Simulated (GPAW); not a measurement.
Write an ASE script for GPAW 26.7.0 that does the following.

* Task: single point
* Functional: PBEsol
* Potentials or basis: PAW data sets generated in the run's folder for this functional
* Cutoff: 800 eV
* Basis: pw
* k mesh: 7 × 7 × 7
* Occupations: fermi-dirac, width 0.05 eV
* Spin: no spin polarisation
* Ranks: 4
* Maxiter: 150

BaTiO3:

```
Ba Ti O
1.0
     4.00600    0.00000    0.00000
     0.00000    4.00600    0.00000
     0.00000    0.00000    4.00600
Ba Ti O
1 1 3
Direct
  0.49958 0.49322 0.50628
  0.00007 0.99796 0.98907
  0.00338 0.00764 0.49317
  0.00026 0.49397 0.00679
  0.50262 0.99346 0.00855
```

The cell isn't the ideal one: atoms moved at random, drawn with an rms of 0.05 Å.

The input as run:

run.py

```python
from ase import Atoms
from ase.dft.bandgap import bandgap
from ase.io import write
from ase.units import GPa
from ase.parallel import parprint
from gpaw import GPAW, PW, setup_paths

setup_paths.insert(0, '.')

atoms = Atoms(['Ba', 'Ti', 'O', 'O', 'O'],
              cell=[[4.006, 0.0, 0.0],
                    [0.0, 4.006, 0.0],
                    [0.0, 0.0, 4.006]],
              scaled_positions=[[0.499582, 0.493219, 0.506278],
                                [0.00007, -0.002044, -0.010934],
                                [0.003381, 0.007636, 0.493172],
                                [0.000257, 0.49397, 0.006789],
                                [0.502622, -0.006537, 0.008546]],
              pbc=True)

calc = GPAW(mode=PW(800),
            xc='PBEsol',
            kpts={'size': (7, 7, 7), 'gamma': True},
            occupations={'name': 'fermi-dirac', 'width': 0.05},
            nbands=36,
            convergence={'density': 1e-05, 'energy': 1e-05},
            maxiter=150,
            txt='gpaw.txt')
atoms.calc = calc
energy = atoms.get_potential_energy()
forces = atoms.get_forces()
stress = atoms.get_stress()
calc.write('gs.gpw')
write('result.traj', atoms)
parprint(f'Energy: {energy:.6f} eV')
parprint('Forces (eV/A):')
parprint(forces.round(4))
parprint('Stress (GPa):', (stress / GPa).round(3))
parprint('Fermi level:', round(calc.get_fermi_level(), 4), 'eV')
parprint(f'Gap: {bandgap(calc)[0]:.4f} eV, direct: {bandgap(calc, direct=True)[0]:.4f} eV')
```

Potentials or basis: PAW data sets generated in the run's folder for this functional, pw.

Command:

```bash
$ gpaw-setup -f PBEsol Ba O Ti
$ OMP_NUM_THREADS=1 mpirun -n 4 gpaw python run.py
```

It gave:

```
Pressure               : -3.1 GPa
Largest force          : 0.727 eV/Å
Band gap on the k mesh : 1.80 eV, indirect (least direct gap 1.88 eV)
```

Caveat: spin-orbit coupling is left out, which moves the levels of the heavy elements; an odd mesh through Γ misses points on the zone boundary, where band edges often lie.

It took 2.1 min on 4 MPI ranks on Arm Neoverse V1, on a shared host, peak memory 0.32 GiB a rank.
